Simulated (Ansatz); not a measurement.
**PbO: input, output and frames of a trajectory**

The calculation used DFT PBE+D3(BJ), scalar-relativistic, plane waves, PAW in Ansatz. Settings: plane waves to 420 eV, k-mesh 2×2×2 (shifted by 0.5, 0.5, 0.5 steps), Fermi–Dirac smearing 0.069 eV. The mesh is coarse. Spin–orbit coupling is left out, which can shift energies with elements as heavy as these. No spin polarisation.

16 atoms, starting at 1.02 times the perfect crystal's volume (space group Pca2_1, the cell as given, not relaxed at this level); Langevin thermostat at 800 K (friction 0.02 fs⁻¹), fixed cell; 41 steps of 1 fs. The run is short and not equilibrated.

Self-consistency was reached.

Command:
```bash
ansatz run input.yaml --threads 4 --pin off --max-ram 5120MiB --backend cpu --events-out ev --progress --plain --runs-dir out
```

Input:
```yaml
crystal:
  lattice:
    - [-5.8291407203, 0.0, 5.4878050257]
    - [5.8291407203, 0.0, 5.4878050257]
    - [0.0, 5.9945590302, -5.4878050257]
  atoms:
    - { symbol: Pb, position: [0.278515, 0.752596, 0.278627] }
    - { symbol: Pb, position: [0.778515, 0.252596, 0.278627] }
    - { symbol: Pb, position: [0.249888, 0.223969, 0.721373] }
    - { symbol: Pb, position: [0.749888, 0.723969, 0.721373] }
    - { symbol: Pb, position: [0.223969, 0.749888, 0.721373] }
    - { symbol: Pb, position: [0.723969, 0.249888, 0.721373] }
    - { symbol: Pb, position: [0.252596, 0.278515, 0.278627] }
    - { symbol: Pb, position: [0.752596, 0.778515, 0.278627] }
    - { symbol: O, position: [0.56793, 0.683597, 0.384477] }
    - { symbol: O, position: [0.06793, 0.183597, 0.384477] }
    - { symbol: O, position: [0.433453, 0.04912, 0.615523] }
    - { symbol: O, position: [0.933453, 0.54912, 0.615523] }
    - { symbol: O, position: [0.183597, 0.56793, 0.384477] }
    - { symbol: O, position: [0.683597, 0.06793, 0.384477] }
    - { symbol: O, position: [0.04912, 0.933453, 0.615523] }
    - { symbol: O, position: [0.54912, 0.433453, 0.615523] }
basis:
  ecutwfc: 420
kpoints:
  mp_grid: { grid: [2, 2, 2], shift: [0.5, 0.5, 0.5] }
hamiltonian:
  xc: pbe
  dispersion: d3bj
scf:
  occupations: { method: fermi_dirac, width: 0.0689 }
  lower_state_search: "off"
  convergence: { dr2_threshold: 1.0e-07 }
output:
  forces: true
  stress: true
md:
  timestep: 1.0
  n_steps: 41
  ensemble: nvt_langevin
  temperature: 800.0
  initial_velocities: maxwell_boltzmann
  seed: 54535
  friction: 0.02
```

Output (its end):
```
...
SCF converged after 8 iterations
Free energy (F): -99790.178261 eV
Harris-Foulkes:  -99790.178261 eV  (|F-HF|=1.26e-8)
Internal energy: -99790.178261 eV  (E = F + TS)
E sigma→0 (E₀):  -99790.178261 eV
Entropy (-TS):   -0.000000 eV (-0.000 meV/atom)
Fermi energy:    6.811297 eV
--- Per-component energies (eV) ---
  E_band       = -763.740361
  E_kinetic    = 3680.762759
  E_local      = -13920.384322  (includes V_loc(G=0)·N_el)
  E_nonlocal   = 3188.887874
  E_hartree    = 5521.908684
  E_xc         = -2346.631256
  E_vxc        = -1798.799134  (∫ρ·V_xc dr)
  E_paw        = -84505.900342  (= ΣΔE_a)
  E_vpaw       = -2958.046103  (= ΣTr[D̂ρ^β])
  E_aug_tail   = 0.019225  (compensation charges beyond the density's cutoff)
  E_ewald      = -11405.590370
  E_disp       = -3.250512  (pairwise vdW)
  E_smearing   = -0.000000  (= −TS)
  E_closure    = 0.000000  (closes the sum)
  Σ components = -99790.178261   (vs F -99790.178261, Δ=0.00e0)
--- Forces (eV/Å), atoms counted from 1 ---
  atom   1  Pb    -0.03622597     1.20242303    -0.68350808
  atom   2  Pb    -1.04348128    -0.76970221    -0.20959264
  atom   3  Pb    -0.44429235    -1.20603737     0.30456774
  atom   4  Pb     0.41079393    -1.06327765    -0.78253887
  atom   5  Pb     0.46010233    -0.60081297     0.39085996
  atom   6  Pb     1.02005931    -0.33031494     0.00881928
  atom   7  Pb    -0.44003291     0.99084256    -0.00189198
  atom   8  Pb     0.14598651     0.66692391     0.41908422
  atom   9  O     -0.39469156     0.33100641     0.21377387
  atom  10  O      0.82720246     0.54013388     0.01345753
  atom  11  O      0.29226150    -0.25445231    -0.32924471
  atom  12  O     -0.40640925     0.71450240     0.11001834
  atom  13  O      0.70981881    -0.02322878     0.14305422
  atom  14  O     -0.02669239     0.10912897    -0.43074905
  atom  15  O     -0.27304514    -0.27565219    -0.11735029
  atom  16  O     -0.80135451    -0.03146025     0.95125071
  max |Σ_I F_I| component: 2.25e-5 eV/Å
--- Stress (GPa, compression-positive) ---
       -4.256102       0.757870      -0.240219
        0.757870      -4.487708       0.449776
       -0.240219       0.449776      -3.911017
  P = ⅓ Tr σ = -4.2183 GPa (-42.183 kbar)
--- MD trajectory: 41 steps, t = 0.0 → 41.0 fs ---
  final state: T = 668.6 K   F+E_penalty+E_count = -99790.17826116 eV   E_kin = 1.382829 eV
```

Frames along the run (Å, eV/Å; dE is the potential energy from the first frame):

```xyz
16
Lattice="-5.829 0.000 5.488 5.829 0.000 5.488 0.000 5.995 -5.488" Properties=species:S:1:pos:R:3:forces:R:3 pbc="T T T" time_fs=0.00 dE_eV=0.0000 T_K=750
Pb    2.763    1.670    4.129   -0.125    0.291   -0.018
Pb   -3.066    1.670    4.129   -0.125    0.291   -0.018
Pb   -0.151    4.324   -1.358   -0.125   -0.291   -0.017
Pb   -0.151    4.324    4.129   -0.125   -0.291   -0.018
Pb    3.066    4.324    1.386    0.125   -0.291   -0.018
Pb   -2.763    4.324    1.386    0.125   -0.291   -0.018
Pb    0.151    1.670    1.386    0.125    0.291   -0.018
Pb    0.151    1.670    6.873    0.125    0.291   -0.017
O     0.674    2.305    4.758    0.004    0.015    0.017
O     0.674    2.305   -0.730    0.004    0.015    0.018
O    -2.240    3.690   -0.730    0.004   -0.015    0.018
O    -2.240    3.690    4.758    0.004   -0.015    0.017
O     2.240    2.305    2.014   -0.004    0.015    0.017
O    -3.589    2.305    2.014   -0.004    0.015    0.018
O     5.155    3.690    2.014   -0.004   -0.015    0.018
O    -0.674    3.690    2.014   -0.004   -0.015    0.017
16
Lattice="-5.829 0.000 5.488 5.829 0.000 5.488 0.000 5.995 -5.488" Properties=species:S:1:pos:R:3:forces:R:3 pbc="T T T" time_fs=3.00 dE_eV=0.0464 T_K=753
Pb    2.764    1.661    4.133   -0.035    0.242   -0.062
Pb   -3.064    1.672    4.127   -0.125    0.212    0.008
Pb   -0.151    4.332   -1.355   -0.176   -0.629   -0.103
Pb   -0.147    4.336    4.137   -0.065   -0.493   -0.150
Pb    3.056    4.325    1.384    0.206   -0.303    0.032
Pb   -2.767    4.325    1.379    0.216   -0.476   -0.008
Pb    0.148    1.663    1.384    0.209    0.328    0.036
Pb    0.148    1.675    6.873   -0.022    0.046    0.009
O     0.702    2.293    4.774   -0.154    0.233   -0.109
O     0.664    2.256   -0.736   -0.008    0.265   -0.030
O    -2.243    3.680   -0.736    0.071    0.103    0.060
O    -2.224    3.691    4.762   -0.078   -0.038   -0.066
O     2.249    2.311    2.024   -0.118   -0.056   -0.049
O    -3.615    2.282    2.019    0.267    0.256    0.027
O     5.155    3.677    1.994   -0.027    0.241    0.218
O    -0.641    3.701    1.974   -0.162    0.069    0.186
16
Lattice="-5.829 0.000 5.488 5.829 0.000 5.488 0.000 5.995 -5.488" Properties=species:S:1:pos:R:3:forces:R:3 pbc="T T T" time_fs=6.00 dE_eV=0.1570 T_K=790
Pb    2.763    1.651    4.137    0.076    0.174   -0.070
Pb   -3.060    1.672    4.126   -0.186    0.201    0.005
Pb   -0.151    4.340   -1.352   -0.265   -0.884   -0.190
Pb   -0.146    4.345    4.145    0.048   -0.611   -0.258
Pb    3.045    4.326    1.382    0.294   -0.331    0.105
Pb   -2.771    4.325    1.372    0.282   -0.603   -0.011
Pb    0.145    1.657    1.381    0.293    0.441    0.048
Pb    0.144    1.680    6.872   -0.218   -0.268    0.027
O     0.729    2.283    4.793   -0.308    0.424   -0.253
O     0.646    2.220   -0.752    0.060    0.381    0.034
O    -2.250    3.670   -0.738    0.155    0.225    0.084
O    -2.202    3.694    4.772   -0.220   -0.112   -0.164
O     2.260    2.316    2.041   -0.277   -0.108   -0.186
O    -3.648    2.264    2.026    0.613    0.457    0.098
O     5.150    3.656    1.977   -0.071    0.558    0.408
O    -0.613    3.720    1.934   -0.277    0.057    0.323
16
Lattice="-5.829 0.000 5.488 5.829 0.000 5.488 0.000 5.995 -5.488" Properties=species:S:1:pos:R:3:forces:R:3 pbc="T T T" time_fs=9.00 dE_eV=0.3220 T_K=764
Pb    2.763    1.642    4.142    0.161    0.096   -0.051
Pb   -3.057    1.673    4.125   -0.271    0.204   -0.039
Pb   -0.152    4.346   -1.349   -0.382   -1.095   -0.240
Pb   -0.143    4.355    4.152    0.216   -0.657   -0.349
Pb    3.034    4.327    1.381    0.407   -0.403    0.132
Pb   -2.778    4.328    1.364    0.347   -0.689   -0.015
Pb    0.145    1.648    1.379    0.324    0.637    0.081
Pb    0.139    1.684    6.870   -0.359   -0.620    0.020
O     0.748    2.270    4.806   -0.421    0.563   -0.385
O     0.622    2.188   -0.766    0.186    0.463    0.095
O    -2.268    3.661   -0.745    0.286    0.365    0.103
O    -2.170    3.693    4.774   -0.466   -0.183   -0.164
O     2.271    2.318    2.058   -0.414   -0.126   -0.350
O    -3.672    2.249    2.025    0.912    0.593    0.219
O     5.148    3.632    1.959   -0.168    0.924    0.584
O    -0.586    3.751    1.901   -0.358   -0.074    0.361
16
Lattice="-5.829 0.000 5.488 5.829 0.000 5.488 0.000 5.995 -5.488" Properties=species:S:1:pos:R:3:forces:R:3 pbc="T T T" time_fs=13.00 dE_eV=0.5415 T_K=825
Pb    2.764    1.628    4.151    0.182    0.040   -0.030
Pb   -3.051    1.674    4.125   -0.392    0.176   -0.092
Pb   -0.153    4.354   -1.345   -0.505   -1.270   -0.241
Pb   -0.142    4.371    4.161    0.407   -0.677   -0.463
Pb    3.018    4.328    1.379    0.491   -0.484    0.209
Pb   -2.787    4.331    1.355    0.449   -0.760   -0.053
Pb    0.146    1.634    1.376    0.319    0.877    0.158
Pb    0.131    1.688    6.867   -0.509   -0.780   -0.047
O     0.760    2.265    4.805   -0.511    0.611   -0.371
O     0.588    2.148   -0.777    0.375    0.539    0.113
O    -2.292    3.649   -0.755    0.423    0.541    0.169
O    -2.133    3.681    4.786   -0.723   -0.247   -0.180
O     2.276    2.318    2.086   -0.494   -0.123   -0.571
O    -3.695    2.234    2.022    1.184    0.700    0.352
O     5.143    3.626    1.956   -0.216    1.112    0.658
O    -0.550    3.796    1.864   -0.480   -0.254    0.389
16
Lattice="-5.829 0.000 5.488 5.829 0.000 5.488 0.000 5.995 -5.488" Properties=species:S:1:pos:R:3:forces:R:3 pbc="T T T" time_fs=16.00 dE_eV=0.6700 T_K=788
Pb    2.767    1.617    4.160    0.125    0.099   -0.079
Pb   -3.047    1.676    4.125   -0.490    0.097   -0.102
Pb   -0.155    4.358   -1.343   -0.554   -1.333   -0.210
Pb   -0.141    4.382    4.167    0.532   -0.667   -0.555
Pb    3.006    4.328    1.376    0.540   -0.520    0.242
Pb   -2.797    4.331    1.348    0.533   -0.786   -0.063
Pb    0.149    1.623    1.373    0.287    1.001    0.191
Pb    0.124    1.689    6.864   -0.596   -0.712   -0.035
O     0.765    2.273    4.807   -0.490    0.582   -0.355
O     0.557    2.123   -0.785    0.519    0.571    0.105
O    -2.308    3.643   -0.758    0.471    0.596    0.177
O    -2.105    3.661    4.793   -0.887   -0.235   -0.146
O     2.275    2.319    2.095   -0.475   -0.154   -0.597
O    -3.707    2.226    2.026    1.269    0.737    0.365
O     5.143    3.641    1.959   -0.218    1.052    0.629
O    -0.527    3.820    1.835   -0.566   -0.329    0.432
16
Lattice="-5.829 0.000 5.488 5.829 0.000 5.488 0.000 5.995 -5.488" Properties=species:S:1:pos:R:3:forces:R:3 pbc="T T T" time_fs=19.00 dE_eV=0.7820 T_K=785
Pb    2.768    1.605    4.172    0.103    0.158   -0.160
Pb   -3.040    1.679    4.127   -0.572   -0.021   -0.120
Pb   -0.158    4.360   -1.339   -0.582   -1.363   -0.167
Pb   -0.142    4.391    4.173    0.606   -0.662   -0.637
Pb    2.995    4.328    1.377    0.581   -0.566    0.239
Pb   -2.806    4.330    1.342    0.603   -0.782   -0.069
Pb    0.153    1.613    1.367    0.260    1.105    0.232
Pb    0.118    1.690    6.862   -0.616   -0.570   -0.033
O     0.772    2.281    4.803   -0.528    0.540   -0.260
O     0.535    2.102   -0.791    0.617    0.590    0.079
O    -2.324    3.636   -0.760    0.512    0.632    0.169
O    -2.086    3.636    4.792   -0.966   -0.151   -0.064
O     2.275    2.321    2.103   -0.442   -0.189   -0.597
O    -3.713    2.224    2.033    1.274    0.734    0.338
O     5.145    3.661    1.965   -0.216    0.932    0.562
O    -0.505    3.842    1.799   -0.632   -0.386    0.490
16
Lattice="-5.829 0.000 5.488 5.829 0.000 5.488 0.000 5.995 -5.488" Properties=species:S:1:pos:R:3:forces:R:3 pbc="T T T" time_fs=22.00 dE_eV=0.8695 T_K=784
Pb    2.767    1.593    4.184    0.159    0.261   -0.268
Pb   -3.033    1.682    4.130   -0.659   -0.130   -0.143
Pb   -0.161    4.364   -1.336   -0.602   -1.365   -0.100
Pb   -0.142    4.401    4.178    0.675   -0.649   -0.708
Pb    2.985    4.327    1.379    0.609   -0.618    0.233
Pb   -2.814    4.328    1.339    0.679   -0.747   -0.088
Pb    0.158    1.604    1.360    0.188    1.166    0.293
Pb    0.115    1.690    6.862   -0.523   -0.346   -0.029
O     0.786    2.286    4.793   -0.659    0.499   -0.078
O     0.513    2.094   -0.789    0.726    0.585   -0.023
O    -2.338    3.639   -0.762    0.513    0.591    0.124
O    -2.071    3.615    4.785   -1.005   -0.059    0.042
O     2.264    2.321    2.106   -0.327   -0.198   -0.560
O    -3.708    2.232    2.042    1.144    0.659    0.277
O     5.150    3.685    1.968   -0.228    0.755    0.466
O    -0.482    3.859    1.759   -0.692   -0.403    0.560
16
Lattice="-5.829 0.000 5.488 5.829 0.000 5.488 0.000 5.995 -5.488" Properties=species:S:1:pos:R:3:forces:R:3 pbc="T T T" time_fs=25.00 dE_eV=0.9338 T_K=634
Pb    2.766    1.583    4.197    0.226    0.396   -0.378
Pb   -3.026    1.684    4.134   -0.734   -0.253   -0.172
Pb   -0.165    4.363   -1.331   -0.595   -1.333   -0.032
Pb   -0.142    4.411    4.183    0.690   -0.658   -0.753
Pb    2.974    4.322    1.377    0.626   -0.633    0.253
Pb   -2.822    4.329    1.338    0.749   -0.713   -0.105
Pb    0.165    1.598    1.354    0.086    1.188    0.332
Pb    0.111    1.690    6.861   -0.378   -0.094    0.031
O     0.800    2.290    4.787   -0.780    0.476    0.069
O     0.494    2.086   -0.790    0.797    0.578   -0.109
O    -2.347    3.649   -0.765    0.477    0.488    0.066
O    -2.062    3.596    4.779   -0.963    0.058    0.122
O     2.246    2.317    2.104   -0.164   -0.195   -0.479
O    -3.695    2.243    2.051    0.944    0.561    0.180
O     5.160    3.715    1.971   -0.256    0.531    0.343
O    -0.467    3.870    1.722   -0.726   -0.396    0.631
16
Lattice="-5.829 0.000 5.488 5.829 0.000 5.488 0.000 5.995 -5.488" Properties=species:S:1:pos:R:3:forces:R:3 pbc="T T T" time_fs=28.00 dE_eV=0.9995 T_K=662
Pb    2.763    1.575    4.210    0.251    0.484   -0.480
Pb   -3.019    1.683    4.136   -0.796   -0.331   -0.199
Pb   -0.172    4.362   -1.327   -0.590   -1.319    0.018
Pb   -0.145    4.420    4.186    0.731   -0.671   -0.792
Pb    2.966    4.317    1.375    0.606   -0.654    0.301
Pb   -2.831    4.329    1.337    0.815   -0.691   -0.148
Pb    0.169    1.592    1.348   -0.014    1.169    0.347
Pb    0.105    1.691    6.858   -0.215    0.128    0.088
O     0.805    2.297    4.780   -0.863    0.453    0.196
O     0.477    2.073   -0.797    0.849    0.587   -0.161
O    -2.362    3.657   -0.775    0.464    0.442    0.069
O    -2.051    3.580    4.782   -0.955    0.118    0.157
O     2.227    2.306    2.099    0.009   -0.154   -0.414
O    -3.678    2.256    2.058    0.723    0.458    0.091
O     5.161    3.738    1.976   -0.252    0.344    0.245
O    -0.456    3.873    1.692   -0.763   -0.361    0.683
16
Lattice="-5.829 0.000 5.488 5.829 0.000 5.488 0.000 5.995 -5.488" Properties=species:S:1:pos:R:3:forces:R:3 pbc="T T T" time_fs=32.00 dE_eV=1.0870 T_K=642
Pb    2.756    1.566    4.224    0.235    0.644   -0.574
Pb   -3.009    1.680    4.138   -0.889   -0.461   -0.224
Pb   -0.181    4.361   -1.322   -0.553   -1.297    0.122
Pb   -0.149    4.431    4.191    0.673   -0.786   -0.821
Pb    2.958    4.310    1.373    0.573   -0.668    0.354
Pb   -2.843    4.325    1.338    0.892   -0.639   -0.165
Pb    0.174    1.585    1.340   -0.161    1.104    0.315
Pb    0.093    1.695    6.857   -0.054    0.340    0.160
O     0.799    2.305    4.771   -0.874    0.441    0.302
O     0.453    2.054   -0.814    0.894    0.593   -0.183
O    -2.381    3.671   -0.778    0.416    0.315    0.003
O    -2.046    3.554    4.798   -0.810    0.280    0.170
O     2.207    2.288    2.086    0.251   -0.089   -0.288
O    -3.662    2.269    2.070    0.496    0.346   -0.042
O     5.168    3.769    1.990   -0.293    0.134    0.081
O    -0.442    3.856    1.651   -0.795   -0.257    0.789
16
Lattice="-5.829 0.000 5.488 5.829 0.000 5.488 0.000 5.995 -5.488" Properties=species:S:1:pos:R:3:forces:R:3 pbc="T T T" time_fs=35.00 dE_eV=1.1457 T_K=666
Pb    2.749    1.561    4.233    0.163    0.831   -0.615
Pb   -3.002    1.679    4.138   -0.977   -0.614   -0.239
Pb   -0.189    4.362   -1.322   -0.486   -1.268    0.222
Pb   -0.152    4.438    4.192    0.588   -0.885   -0.820
Pb    2.953    4.305    1.374    0.558   -0.669    0.360
Pb   -2.853    4.320    1.339    0.939   -0.564   -0.143
Pb    0.176    1.580    1.335   -0.261    1.063    0.198
Pb    0.083    1.697    6.856    0.037    0.471    0.271
O     0.784    2.313    4.775   -0.735    0.423    0.272
O     0.436    2.043   -0.835    0.892    0.578   -0.107
O    -2.389    3.691   -0.777    0.326    0.136   -0.083
O    -2.047    3.530    4.809   -0.649    0.484    0.205
O     2.193    2.276    2.071    0.429   -0.056   -0.139
O    -3.648    2.280    2.080    0.334    0.262   -0.175
O     5.176    3.793    2.004   -0.350   -0.020   -0.077
O    -0.433    3.837    1.628   -0.809   -0.170    0.870
16
Lattice="-5.829 0.000 5.488 5.829 0.000 5.488 0.000 5.995 -5.488" Properties=species:S:1:pos:R:3:forces:R:3 pbc="T T T" time_fs=38.00 dE_eV=1.2055 T_K=685
Pb    2.742    1.557    4.243    0.059    1.015   -0.657
Pb   -2.992    1.677    4.140   -1.024   -0.714   -0.226
Pb   -0.198    4.362   -1.321   -0.455   -1.240    0.283
Pb   -0.155    4.445    4.192    0.498   -0.978   -0.808
Pb    2.948    4.302    1.373    0.509   -0.638    0.376
Pb   -2.864    4.313    1.340    0.985   -0.455   -0.088
Pb    0.179    1.573    1.330   -0.350    1.032    0.107
Pb    0.074    1.701    6.857    0.101    0.567    0.355
O     0.761    2.317    4.776   -0.561    0.385    0.234
O     0.419    2.038   -0.854    0.872    0.564   -0.058
O    -2.409    3.717   -0.775    0.292   -0.045   -0.188
O    -2.048    3.513    4.830   -0.507    0.623    0.165
O     2.182    2.267    2.052    0.574   -0.047    0.019
O    -3.626    2.283    2.087    0.150    0.188   -0.302
O     5.170    3.815    2.008   -0.323   -0.153   -0.133
O    -0.431    3.821    1.612   -0.819   -0.106    0.919
16
Lattice="-5.829 0.000 5.488 5.829 0.000 5.488 0.000 5.995 -5.488" Properties=species:S:1:pos:R:3:forces:R:3 pbc="T T T" time_fs=41.00 dE_eV=1.2674 T_K=669
Pb    2.734    1.553    4.251   -0.036    1.202   -0.684
Pb   -2.986    1.675    4.141   -1.043   -0.770   -0.210
Pb   -0.206    4.361   -1.318   -0.444   -1.206    0.305
Pb   -0.157    4.451    4.190    0.411   -1.063   -0.783
Pb    2.945    4.299    1.372    0.460   -0.601    0.391
Pb   -2.874    4.307    1.338    1.020   -0.330    0.009
Pb    0.179    1.567    1.324   -0.440    0.991   -0.002
Pb    0.067    1.705    6.857    0.146    0.667    0.419
O     0.737    2.321    4.773   -0.395    0.331    0.214
O     0.409    2.040   -0.875    0.827    0.540    0.013
O    -2.437    3.753   -0.774    0.292   -0.254   -0.329
O    -2.046    3.500    4.851   -0.406    0.715    0.110
O     2.168    2.258    2.038    0.710   -0.023    0.143
O    -3.603    2.287    2.095   -0.027    0.109   -0.431
O     5.160    3.840    2.002   -0.273   -0.276   -0.117
O    -0.444    3.799    1.594   -0.801   -0.031    0.951
```